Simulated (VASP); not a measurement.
# SiC35 (a cell with a defect) (Graphite 2H) in VASP: single point with PBE

Aim: the single point of SiC35 (a cell with a defect) (Graphite 2H) with PBE.

Program: VASP 6.6.1. These are calculated values, not measurements. Logs are shortened: lines on timing, memory, paths and dates and some standing lists are left out, and cuts for length are marked.

**1. The crystal as given**

The cell holds a defect, 36 atoms: a = 7.410 Å, b = 7.410 Å, c = 6.790 Å, α = 90.00°, β = 90.00°, γ = 120.00°.

**2. Single point, PBE**

Input file INCAR:

```
  PREC = Accurate
  ENCUT = 520
  EDIFF = 1E-6
  ISMEAR = -1
  SIGMA = 0.01
  LREAL = Auto
  LASPH = T
  NELM = 60
  ALGO = Normal
  ISIF = 2
  LWAVE = F
  LCHARG = F
  GGA = PE
  NBANDS = 96
```

Input file KPOINTS:

```
Automatic mesh
0
Gamma
  3 3 3
```

Input file POSCAR:

```
SiC35
1.0
    7.4100000000      0.0000000000      0.0000000000
   -3.7050000000      6.4172482419      0.0000000000
    0.0000000000      0.0000000000      6.7900000000
Si C
1 35
Direct
    0.0000000000      0.0000000000      0.0000000000
    0.0000000000      0.3333333333      0.0000000000
    0.0000000000      0.6666666667      0.0000000000
    0.3333333333      0.0000000000      0.0000000000
    0.3333333333      0.3333333333      0.0000000000
    0.3333333333      0.6666666667      0.0000000000
    0.6666666667      0.0000000000      0.0000000000
    0.6666666667      0.3333333333      0.0000000000
    0.6666666667      0.6666666667      0.0000000000
    0.0000000000      0.0000000000      0.5000000000
    0.0000000000      0.3333333333      0.5000000000
    0.0000000000      0.6666666667      0.5000000000
    0.3333333333      0.0000000000      0.5000000000
    0.3333333333      0.3333333333      0.5000000000
    0.3333333333      0.6666666667      0.5000000000
    0.6666666667      0.0000000000      0.5000000000
    0.6666666667      0.3333333333      0.5000000000
    0.6666666667      0.6666666667      0.5000000000
    0.1111111111      0.2222222222      0.0050000000
    0.1111111111      0.5555555556      0.0050000000
    0.1111111111      0.8888888889      0.0050000000
    0.4444444444      0.2222222222      0.0050000000
    0.4444444444      0.5555555556      0.0050000000
    0.4444444444      0.8888888889      0.0050000000
    0.7777777778      0.2222222222      0.0050000000
    0.7777777778      0.5555555556      0.0050000000
    0.7777777778      0.8888888889      0.0050000000
    0.2222222222      0.1111111111      0.5050000000
    0.2222222222      0.4444444444      0.5050000000
    0.2222222222      0.7777777778      0.5050000000
    0.5555555556      0.1111111111      0.5050000000
    0.5555555556      0.4444444444      0.5050000000
    0.5555555556      0.7777777778      0.5050000000
    0.8888888889      0.1111111111      0.5050000000
    0.8888888889      0.4444444444      0.5050000000
    0.8888888889      0.7777777778      0.5050000000
```

Potentials or basis: VASP PAW PBE potentials, release 64 (Si, C).

Launch:

```sh
$ cat potpaw_PBE.64/Si/POTCAR potpaw_PBE.64/C/POTCAR > POTCAR
$ mpirun -np 1 vasp_std > vasp.out
```

OUTCAR:

```text
PREC = Accurate
   ENCUT = 520
   EDIFF = 1E-6
   ISMEAR = -1
   LREAL = Auto
   LASPH = T
   NELM = 60
   ISIF = 2
   GGA = PE

 ion  position               nearest neighbor table
   1  0.000  0.000  0.000-  19 1.43  21 1.43  27 1.43   9 2.47   2 2.47   3 2.47   5 2.47   4 2.47
                             7 2.47
   2  0.000  0.333  0.000-  19 1.43  25 1.43  20 1.43   1 2.47
   3  0.000  0.667  0.000-  21 1.43  20 1.43  26 1.43   1 2.47
   4  0.333  0.000  0.000-  22 1.43  21 1.43  24 1.43   1 2.47
   5  0.333  0.333  0.000-  19 1.43  22 1.43  23 1.43   1 2.47
   6  0.333  0.667  0.000-  24 1.43  20 1.43  23 1.43
   7  0.667  0.000  0.000-  25 1.43  27 1.43  24 1.43   1 2.47
   8  0.667  0.333  0.000-  25 1.43  26 1.43  22 1.43
   9  0.667  0.667  0.000-  27 1.43  26 1.43  23 1.43   1 2.47
  10  0.000  0.000  0.500-  36 1.43  34 1.43  28 1.43
  11  0.000  0.333  0.500-  34 1.43  29 1.43  35 1.43
  12  0.000  0.667  0.500-  36 1.43  30 1.43  35 1.43
  13  0.333  0.000  0.500-  30 1.43  28 1.43  31 1.43
  14  0.333  0.333  0.500-  28 1.43  29 1.43  32 1.43
  15  0.333  0.667  0.500-  30 1.43  29 1.43  33 1.43
[... 19 lines left out ...]
  35  0.889  0.444  0.505-  17 1.43  11 1.43  12 1.43
  36  0.889  0.778  0.505-  10 1.43  12 1.43  18 1.43

  LATTYP: Found a hexagonal cell.
 ALAT       =     7.4100000000
 C/A-ratio  =     0.9163292848

  Lattice vectors:

 A1 = (   7.4100000000,   0.0000000000,   0.0000000000)
 A2 = (  -3.7050000000,   6.4172482419,   0.0000000000)
 A3 = (   0.0000000000,   0.0000000000,   6.7900000000)

Analysis of symmetry for initial positions (statically):
=====================================================================
 Subroutine PRICEL returns:
 Original cell was already a primitive cell.

 Routine SETGRP: Setting up the symmetry group for a
 hexagonal supercell.

 Subroutine GETGRP returns: Found  6 space group operations
 (whereof  6 operations were pure point group operations)
 out of a pool of 24 trial point group operations.

The static configuration has the point symmetry C_3v.

Analysis of symmetry for dynamics (positions and initial velocities):
=====================================================================
 Subroutine PRICEL returns:
 Original cell was already a primitive cell.

 Routine SETGRP: Setting up the symmetry group for a
 hexagonal supercell.

 Subroutine GETGRP returns: Found  6 space group operations
 (whereof  6 operations were pure point group operations)
 out of a pool of 24 trial point group operations.

The dynamic configuration has the point symmetry C_3v.

 Subroutine INISYM returns: Found  6 space group operations
 (whereof  6 operations are pure point group operations),
 and found     1 'primitive' translations

----------------------------------------------------------------------------------------

                                     Primitive cell

  volume of cell :     322.8768

  direct lattice vectors                    reciprocal lattice vectors
     7.410000000  0.000000000  0.000000000     0.134952767  0.077915016  0.000000000
    -3.705000000  6.417248242  0.000000000     0.000000000  0.155830032  0.000000000
     0.000000000  0.000000000  6.790000000     0.000000000  0.000000000  0.147275405

  length of vectors
     7.410000000  7.410000000  6.790000000     0.155830032  0.155830032  0.147275405

  position of ions in fractional coordinates (direct lattice)
     0.000000000  0.000000000  0.000000000
     0.000000000  0.333333333  0.000000000
     0.000000000  0.666666667  0.000000000
     0.333333333  0.000000000  0.000000000
     0.333333333  0.333333333  0.000000000
     0.333333333  0.666666667  0.000000000
[... 28 lines left out ...]
     0.888888889  0.444444444  0.505000000
     0.888888889  0.777777778  0.505000000

  ion indices of the primitive-cell ions
   primitive index   ion index
                 1           1
                 2           2
                 3           3
                 4           4
                 5           5
                 6           6
[... 28 lines left out ...]
                35          35
                36          36

----------------------------------------------------------------------------------------

 KPOINTS: Automatic mesh

Automatic generation of k-mesh.
 Grid dimensions read from file:
 generate k-points for:    3    3    3

 Generating k-lattice:

  Cartesian coordinates                     Fractional coordinates (reciprocal lattice)
     0.044984256  0.025971672  0.000000000     0.333333333  0.000000000  0.000000000
     0.000000000  0.051943344  0.000000000     0.000000000  0.333333333  0.000000000
     0.000000000  0.000000000  0.049091802     0.000000000  0.000000000  0.333333333

  Length of vectors
     0.051943344  0.051943344  0.049091802

  Shift w.r.t. Gamma in fractional coordinates (k-lattice)
     0.000000000  0.000000000  0.000000000

 Subroutine IBZKPT returns following result:
 ===========================================

 Found      7 irreducible k-points:

 Following reciprocal coordinates:
            Coordinates               Weight
  0.000000  0.000000  0.000000      1.000000
  0.333333 -0.000000  0.000000      6.000000
  0.333333  0.333333  0.000000      2.000000
  0.000000  0.000000  0.333333      2.000000
  0.333333 -0.000000  0.333333      6.000000
  0.000000  0.333333  0.333333      6.000000
  0.333333  0.333333  0.333333      4.000000
   k-points           NKPTS =      7   k-points in BZ     NKDIM =      7   number of bands    NBANDS=     96
   number of dos      NEDOS =    301   number of ions     NIONS =     36
   total plane-waves  NPLWV = 156800
   dimension x,y,z NGX =    56 NGY =   56 NGZ =   50
   dimension x,y,z NGXF=   112 NGYF=  112 NGZF=  100
   ions per type =               1  35
   NGX,Y,Z   is equivalent  to a cutoff of  12.56, 12.56, 12.24 a.u.
   NGXF,Y,Z  is equivalent  to a cutoff of  25.13, 25.13, 24.48 a.u.
 SYSTEM =  unknown system
   PREC   = accura    normal or accurate (medium, high low for compatibility)
   ISTART =      0    job   : 0-new  1-cont  2-samecut
   ICHARG =      2    charge: 1-file 2-atom 10-const
   ISPIN  =      1    spin polarized calculation?
   LNONCOLLINEAR =      F non collinear calculations
   LSORBIT =      F    spin-orbit coupling
   LASPH  =      T    aspherical Exc in radial PAW
   ENCUT  =  520.0 eV  38.22 Ry    6.18 a.u.  13.78 13.78 12.62*2*pi/ulx,y,z
   NELM   =     60;   NELMIN=  2; NELMDL= -5     # of ELM steps
   EDIFF  = 0.1E-05   stopping-criterion for ELM
   LREAL  =      T    real-space projection
   EDIFFG = 0.1E-04   stopping-criterion for IOM
   NSW    =      0    number of steps for IOM
   IBRION =     -1    ionic relax: 0-MD 1-quasi-New 2-CG
   NFREE  =      0    steps in history (QN), initial steepest desc. (CG)
   ISIF   =      2    stress and relaxation
   ISYM   =      2    0-nonsym 1-usesym 2-fastsym
   POTIM  = 0.5000    time-step for ionic-motion
   TEBEG  =    0.0;   TEEND  =   0.0 temperature during run
   PSTRESS=    0.0 pullay stress
   NELECT =     144.0000    total number of electrons
   NUPDOWN=      -1.0000    fix difference up-down
   EMIN   =  10.00;   EMAX   =-10.00  energy-range for DOS
   EFERMI =   0.00;   METHOD = LEGACY
   ISMEAR =    -1;   SIGMA  =   0.01  broadening in eV -4-tet -1-fermi 0-gaus
   EFERMI_NEDOS =   21; number of points for ismear=-14 and -15
   IALGO  =     38    algorithm
   IMIX   =      4    mixing-type and parameters
     AMIX     =   0.40;   BMIX     =  1.00
     AMIX_MAG =   1.60;   BMIX_MAG =  1.00
  volume/ion in A,a.u.               =       8.97        60.52
  Fermi-wavevector in a.u.,A,eV,Ry     =   1.250787  2.363645 21.285884  1.564468
  Thomas-Fermi vector in A             =   2.384765
   LORBIT       =      0    0 simple, 1 ext, 2 COOP (PROOUT), +10 PAW based schemes
   GGA     = PE    functional components
   LHFCALC =     F    Hartree Fock is set to
   AEXX    =    0.0000 exact exchange contribution
   IVDW    =     0    specifies the selected vdW correction
   LEPSILON=     F    determine dielectric tensor
   LRPA    =     F    only Hartree local field effects (RPA)
 non-spin polarized calculation
  energy-cutoff  :      520.00
  volume of cell :      322.88
 maximum number of plane-waves:      8719
 NGX is ok and might be reduce to    56
   NGX = 27   NGY = 27   NGZ = 25

 number of electron     143.9999998 magnetization

 Free energy of the ion-electron system (eV)
  ---------------------------------------------------
  ext. energy  EPLUGINS =         0.00000000
  ---------------------------------------------------
  free energy    TOTEN  =      -316.28893214 eV

  energy without entropy =     -316.28559749  energy(sigma->0) =     -316.28726481

 E-fermi :   4.7033     XC(G=0): -10.2893

 val. band max:        4.6901690527   @ k =   0.0000   0.0000   0.3333
 cond. band min:       4.7137354399   @ k =   0.0000   0.0000   0.0000
 fundamental gap:      0.0235663873
 Fermi energy:         4.7032966159

 k-point     1 :       0.0000    0.0000    0.0000
  band No.  band energies     occupation
      1     -14.7793      2.00000
      2     -14.3824      2.00000
      3     -12.2073      2.00000
      4     -12.2073      2.00000
      5     -12.1895      2.00000
      6     -12.1895      2.00000
[... 76 lines left out ...]
     83       9.5780      0.00000
     84       9.9106      0.00000

 k-point     2 :       0.3333   -0.0000    0.0000
  band No.  band energies     occupation
      1     -14.4871      2.00000
      2     -14.0992      2.00000
      3     -13.6129      2.00000
      4     -13.2314      2.00000
      5     -12.7656      2.00000
      6     -12.7385      2.00000
[... 76 lines left out ...]
     83       8.9578      0.00000
     84      10.1055      0.00000

 k-point     3 :       0.3333    0.3333    0.0000
  band No.  band energies     occupation
      1     -13.9107      2.00000
      2     -13.9092      2.00000
      3     -13.9057      2.00000
      4     -13.5924      2.00000
      5     -13.5881      2.00000
      6     -13.3214      2.00000
[... 76 lines left out ...]
     83       8.9748      0.00000
     84       9.2650      0.00000

 k-point     4 :       0.0000    0.0000    0.3333
  band No.  band energies     occupation
      1     -14.7409      2.00000
      2     -14.4272      2.00000
      3     -12.1712      2.00000
      4     -12.1687      2.00000
      5     -12.1687      2.00000
      6     -12.1559      2.00000
[... 76 lines left out ...]
     83       9.6840      0.00000
     84       9.6840      0.00000

 k-point     5 :       0.3333   -0.0000    0.3333
  band No.  band energies     occupation
      1     -14.4497      2.00000
      2     -14.1424      2.00000
      3     -13.5804      2.00000
      4     -13.2688      2.00000
      5     -12.7278      2.00000
      6     -12.7180      2.00000
[... 76 lines left out ...]
     83      10.1531      0.00000
     84      10.6486      0.00000

 k-point     6 :       0.0000    0.3333    0.3333
  band No.  band energies     occupation
      1     -14.4497      2.00000
      2     -14.1424      2.00000
      3     -13.5804      2.00000
      4     -13.2688      2.00000
      5     -12.7278      2.00000
      6     -12.7180      2.00000
[... 76 lines left out ...]
     83      10.1579      0.00000
     84      10.6451      0.00000

 k-point     7 :       0.3333    0.3333    0.3333
  band No.  band energies     occupation
      1     -13.8834      2.00000
      2     -13.8670      2.00000
      3     -13.8644      2.00000
      4     -13.6430      2.00000
      5     -13.6376      2.00000
      6     -13.3499      2.00000
[... 76 lines left out ...]
     83       8.8530      0.00000
     84       9.5937      0.00000
 [bands above 84 left out]

------------------------ aborting loop because EDIFF is reached ----------------------------------------

  FORCE on cell =-STRESS in cart. coord.  units (eV):
  Direction    XX          YY          ZZ          XY          YZ          ZX
  --------------------------------------------------------------------------------------
  -------------------------------------------------------------------------------------
  Total       50.2567549     50.2567549      5.1474018      0.0000000      0.0000000      0.0000000
  in kB      249.3837798    249.3837798     25.5424076      0.0000000      0.0000000      0.0000000
  external PRESSURE =     174.7699891 kB  Pullay stress =       0.0000000 kB

 VOLUME and BASIS-vectors are now :
 -----------------------------------------------------------------------------
  energy-cutoff  :      520.00
  volume of cell :      322.88
      direct lattice vectors                 reciprocal lattice vectors
     7.410000000  0.000000000  0.000000000     0.134952767  0.077915016  0.000000000
    -3.705000000  6.417248242  0.000000000     0.000000000  0.155830032  0.000000000
     0.000000000  0.000000000  6.790000000     0.000000000  0.000000000  0.147275405

 POSITION                                       TOTAL-FORCE (eV/Angst)
 -----------------------------------------------------------------------------------
      0.00000      0.00000      0.00000        -0.000000     -0.000000     -1.025230
     -1.23500      2.13908      0.00000         0.048142      0.662717      0.570856
     -2.47000      4.27817      0.00000         0.598001     -0.289666      0.570856
      2.47000      0.00000      0.00000         0.549859     -0.373051      0.570856
      1.23500      2.13908      0.00000        -0.048142      0.662717      0.570856
     -0.00000      4.27817      0.00000        -0.000000     -0.000000      0.575348
[... 28 lines left out ...]
      4.94000      2.85211      3.42895        -0.036031     -0.020802     -0.562871
      3.70500      4.99119      3.42895        -0.000000     -0.063067     -0.562908
 -----------------------------------------------------------------------------------
    total drift:                               -0.000001      0.000001      0.034697

  FREE ENERGIE OF THE ION-ELECTRON SYSTEM (eV)
  ---------------------------------------------------
  free  energy   TOTEN  =      -316.2889321356 eV

  energy  without entropy=     -316.2855974879  energy(sigma->0) =     -316.28726481
```

Run time: 14 min. Hardware: 1 thread of AMD EPYC, shared host; peak memory 0.41 GiB.

Results:

| Property | Result |
| --- | --- |
| Free energy | -316.2889 eV |
| Pressure | 17.5 GPa |
| Largest force | 21.341 eV/Å |
| Band gap on the k mesh | 0.02 eV, indirect (least direct gap 0.04 eV) |

Forces in eV/Å, atoms in the order of the input:
```
Si    0.000   0.000  -1.025
C     0.048   0.663   0.571
C     0.598  -0.290   0.571
C     0.550  -0.373   0.571
C    -0.048   0.663   0.571
C     0.000   0.000   0.575
C    -0.550  -0.373   0.571
C     0.000   0.000   0.565
C    -0.598  -0.290   0.571
C     0.000   0.000   0.557
C    -0.002   0.007   0.566
C     0.005  -0.005   0.566
C     0.007  -0.002   0.566
C     0.002   0.007   0.566
C     0.000   0.000   0.564
C    -0.007  -0.002   0.566
C     0.000   0.000   0.564
C    -0.005  -0.005   0.566
C     0.000  21.341  -0.029
C    -0.224  -0.129  -0.596
C    18.482 -10.671  -0.029
C     0.226   0.131  -0.555
C     0.224  -0.129  -0.596
C     0.000   0.258  -0.596
C    -0.226   0.131  -0.555
C     0.000  -0.261  -0.555
C   -18.482 -10.671  -0.029
C     0.055   0.032  -0.563
C     0.000   0.034  -0.567
C     0.029  -0.017  -0.567
C     0.000   0.042  -0.563
C     0.036  -0.021  -0.563
C    -0.029  -0.017  -0.567
C    -0.055   0.032  -0.563
C    -0.036  -0.021  -0.563
C     0.000  -0.063  -0.563
```

Caveat: so large a pressure means that the cell lies far from this level's equilibrium, or that cutoff or potentials fall short.
